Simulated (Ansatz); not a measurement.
Runs of Ansatz 0.2.0 on Ge. The structure is orthorhombic, space group Cmcm (No. 63). Conventional cell: a = 2.976 Å, b = 5.189 Å, c = 4.728 Å, α = 90.00°, β = 90.00°, γ = 90.00°. Ge (site symmetry m2m) is surrounded by 12 Ge at 2.92 to 2.99 Å. This isn't the form of Ge at room conditions, which is diamond.

| task | level | spin | cell | k mesh | cutoff (eV) | points for each segment of the path | gap on the mesh (eV) | pressure (GPa) | relaxed volume (Å³/atom) |
| --- | --- | --- | --- | --- | --- | --- | --- | --- | --- |
| relaxation of cell and atoms | PBEsol+D4 | off | relaxed | 10 × 10 × 6 | 420 | - | none | 0.0 | 17.93 |
| band structure | r2SCAN | SOC, no magnetisation | as given | 7 × 7 × 5 | 500 | 14 | none | (a) | - |
| relaxation of cell and atoms | PBEsol+D3(BJ) | off | relaxed | 10 × 10 × 6 | 420 | - | none | 0.0 | 17.68 |
| relaxation of cell and atoms | RPBE+D3(BJ) | off | relaxed | 10 × 10 × 6 | 420 | - | none | 0.0 | 15.36 |

Alike in all rows: potentials or basis Ansatz PAW; smearing fermi-dirac 0.05 eV.

Problem. Estimate the missing entries.

Solution. (a) 2.0.

Caveats: the PAW data sets come from PBE, with cores solved anew for the run's functional, which leaves a small shift of forces and pressure; the plane-wave basis is chosen anew once the cell has moved, so the energies of steps on either side of that aren't comparable (some runs); pairwise dispersion overbinds metals, which lowers pressure and volume (some runs); the volume moved by over 15 % at a fixed basis, so the end points are rough (some runs).

A k mesh can miss the band edges, and rows without SOC leave out spin-orbit coupling on Ge.

A gap of «none» marks a metal or a gap under the smearing width.

Runs at the PBE level aren't shown here.
